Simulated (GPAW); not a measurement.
CoO, 2 atoms in the cell. The structure is cubic, space group Fm-3m (No. 225). The conventional cell has a = 4.263 Å, b = 4.263 Å, c = 4.263 Å, α = 90.00°, β = 90.00°, γ = 90.00°. Co (site symmetry m-3m) is surrounded by 6 O at 2.13 Å. O (site symmetry m-3m) has 6 Co at 2.13 Å as nearest neighbours. 

- Program: GPAW 26.7.0
- Task: energy-loss spectrum
- Functional: LDA
- Potentials or basis: the program's PAW data sets (release 1.2.1) made for this functional
- Cutoff: 600 eV
- Basis: pw
- k mesh: 9 × 9 × 9
- Occupations: fermi-dirac, width 0.05 eV
- Spin: collinear spin, ferromagnetic start
- Starting moments: [3.0, 0.0] μB
- Hubbard terms: Co d U = 8 eV
- Kernel: RPA
- Eta: 0.1 eV
- Response ecut: 40 eV
- Domega0: 0.1 eV
- Maxiter: 150
- Response k mesh: 13 × 13 × 13
- Omega2: 10 eV
- Response bands: 64
- Q points: [[0.3846153846, 0.3846153846, 0.0], [0.5384615385, 0.5384615385, 0.0]]

Potentials or basis: the program's PAW data sets (release 1.2.1) made for this functional, pw.

Launch:

```sh
$ OMP_NUM_THREADS=1 python run.py
```

Hardware: 1 thread of Arm Neoverse V2, with other jobs on the host.

Problem. How long does it take, and how much memory?

Solution. Run time: 5.6 min on 1 thread of Arm Neoverse V2 (shared host), peak memory 0.41 GiB. Counts: scf iterations 29, plane waves 656, bands 17, k points 35.
